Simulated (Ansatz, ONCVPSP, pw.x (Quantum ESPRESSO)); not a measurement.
**What a changed setting does to a pw.x run (diamond Hf)**

Potential: optimised norm-conserving Vanderbilt (ONCV), ONCVPSP 4.0.1, PBE; core [Kr] 4d10 4f14, reference 5s2 5p6 5d2 6s2; waves: 5s+6s: rc 1.90 bohr, ncon 5, nbas 8, qcut 6.4 1/bohr, 2 projectors; 5p: rc 2.05 bohr, ncon 4, nbas 7, qcut 7.7 1/bohr, 2 projectors, debl 2.5 Ha; 5d: rc 1.80 bohr, ncon 3, nbas 6, qcut 6.3 1/bohr, 2 projectors, debl 3 Ha; local part: polynomial inside 1.45 bohr (lpopt 5, dvloc0 0 Ha); core correction: Teter function, fcfact 3.5, rcfact 1.8.

The reference run (k-mesh 8³, cutoffs 50/200 Ry, Fermi–Dirac 0.01 Ry, mixing_beta 0.4, conv_thr 1e-9, no spin) gives -0.22 GPa at 35.245 Å³/atom, where all-electron LAPW gives 0.00 GPa. This run, with its own iteration cap, changes k-mesh points per axis to 2.

```
&control
  calculation='scf', prefix='x', pseudo_dir='./', outdir='./tmp', tstress=.true., disk_io='none'
/
&system
  ibrav=0, nat=2, ntyp=1, ecutwfc=50, ecutrho=200, nbnd=21,
  occupations='smearing', smearing='fd', degauss=0.01
/
&electrons
  conv_thr=1e-09, mixing_beta=0.4, electron_maxstep=70
/
ATOMIC_SPECIES
Hf 1.0 Hf.UPF
CELL_PARAMETERS angstrom
  0.00000000 3.27868106 3.27868106
  3.27868106 0.00000000 3.27868106
  3.27868106 3.27868106 0.00000000
ATOMIC_POSITIONS crystal
Hf 0.0000 0.0000 0.0000
Hf 0.2500 0.2500 0.2500
K_POINTS automatic
2 2 2 0 0 0
```

```bash
pw.x < Hf.scf.in > Hf.scf.out
```

How does the run end?

It converges in 9 iterations; the free energy moves by +182.6 meV/atom and the pressure by +3.46 GPa.

```
Message from routine setup:
     using ibrav=0 with symmetry is DISCOURAGED, use correct ibrav instead
     lattice parameter (alat)  =       8.7622  a.u.
     unit-cell volume          =     475.6901 (a.u.)^3
     number of electrons       =        24.00
     number of Kohn-Sham states=           21
     kinetic-energy cutoff     =      50.0000  Ry
     charge density cutoff     =     200.0000  Ry
     scf convergence threshold =      1.0E-09
     Exchange-correlation= PBE
     number of k points=     3  Fermi-Dirac smearing, width (Ry)=  0.0100
     iteration #  1     ecut=    50.00 Ry     beta= 0.40
     total energy              =    -233.75908103 Ry
     estimated scf accuracy    <       0.02915342 Ry
     iteration #  2     ecut=    50.00 Ry     beta= 0.40
     total energy              =    -233.76157908 Ry
     estimated scf accuracy    <       0.00316440 Ry
     iteration #  3     ecut=    50.00 Ry     beta= 0.40
     total energy              =    -233.76203395 Ry
     estimated scf accuracy    <       0.00052179 Ry
     iteration #  4     ecut=    50.00 Ry     beta= 0.40
     total energy              =    -233.76205040 Ry
     estimated scf accuracy    <       0.00003841 Ry
     iteration #  5     ecut=    50.00 Ry     beta= 0.40
     total energy              =    -233.76206079 Ry
     estimated scf accuracy    <       0.00003154 Ry
     iteration #  6     ecut=    50.00 Ry     beta= 0.40
     total energy              =    -233.76206381 Ry
     estimated scf accuracy    <       0.00000118 Ry
     iteration #  7     ecut=    50.00 Ry     beta= 0.40
     total energy              =    -233.76206431 Ry
     estimated scf accuracy    <       0.00000023 Ry
     iteration #  8     ecut=    50.00 Ry     beta= 0.40
     total energy              =    -233.76206428 Ry
     estimated scf accuracy    <       0.00000007 Ry
     iteration #  9     ecut=    50.00 Ry     beta= 0.40
     the Fermi energy is     7.2917 ev
!    total energy              =    -233.76206429 Ry
     estimated scf accuracy    <          2.0E-10 Ry
     smearing contrib. (-TS)   =      -0.03786006 Ry
     The total energy is F=E-TS. E is the sum of the following terms:
     one-electron contribution =     -88.39664396 Ry
     hartree contribution      =      46.92290014 Ry
     xc contribution           =     -67.05310737 Ry
     ewald contribution        =    -125.19735304 Ry
     convergence has been achieved in   9 iterations
          total   stress  (Ry/bohr**3)                   (kbar)     P=       32.39
     Message from routine punch:
     Nothing written, as per user request (disk_io='none')
```

The run took about 3 s on one core of a shared server CPU.
